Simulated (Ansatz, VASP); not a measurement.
**Two plane-wave programs on Pt**

The input INCAR:

```
ALGO = Fast ; EDIFF = 1E-6
EDIFFG = -0.001 ; ENCUT = 600
GGA = PE ; IBRION = 2
ISIF = 3 ; ISMEAR = -1
LASPH = True ; LCHARG = False
LREAL = False ; LWAVE = False
NELM = 80 ; NSW = 80
PREC = Accurate ; SIGMA = 0.15
```

The input KPOINTS:

```
k-points
0
Gamma
  20 20 20
```

File POSCAR:

```
Pt
1.0
    0.0000000000      1.9850569796      1.9850569796
    1.9850569796      0.0000000000      1.9850569796
    1.9850569796      1.9850569796      0.0000000000
Pt
1
Direct
    0.0000000000      0.0000000000      0.0000000000
```

Input for Ansatz:

```yaml
crystal:
  lattice:
    - [0.0, 1.9850569802, 1.9850569802]
    - [1.9850569802, 0.0, 1.9850569802]
    - [1.9850569802, 1.9850569802, 0.0]
  atoms:
    - { symbol: Pt, position: [0.0, 0.0, 0.0] }
basis:
  ecutwfc: 420
kpoints:
  mp_grid: { grid: [20, 20, 20] }
hamiltonian:
  xc: pbe
scf:
  occupations: { method: fermi_dirac, width: 0.15 }
output:
  forces: true
  stress: true
  eigenvalues: true
relax:
  adjacent_minimum: "off"
  f_tol: 0.001
  max_steps: 60
  cell: { stress_tol: 0.01 }
```

Alike in both runs: task relaxation of cell and atoms; functional PBE; k mesh 20 × 20 × 20; occupations fermi-dirac, width 0.15 eV; no spin polarisation.

|  | VASP | Ansatz |
| --- | --- | --- |
| version | VASP 6.6.1 | Ansatz 0.2.0 |
| potentials or method | VASP PAW PBE potentials, release 64 (Pt) | scalar-relativistic, plane waves, PAW |
| plane-wave cutoff (eV) | 600 | 420 |
| valence electrons in the cell | 10 | 18 |

VASP gave:

```
gap on the k mesh at the Fermi level, each at its own relaxed structure (eV) : none
relaxed volume (Å³/atom)                                                     : 15.67
relaxed cell length with the largest relative difference (Å)                 : 2.809
```

Question: What did Ansatz give for the same quantities?

Answer: gap on the k mesh at the Fermi level, each at its own relaxed structure (eV): none; relaxed volume (Å³/atom): 15.69; relaxed cell length with the largest relative difference (Å): 2.810.

A gap of «none» marks a metal or a gap that the smearing closes. The two sets of potentials don't hold the same shells in valence.

Spin-orbit coupling is left out, which matters for the levels of Pt.
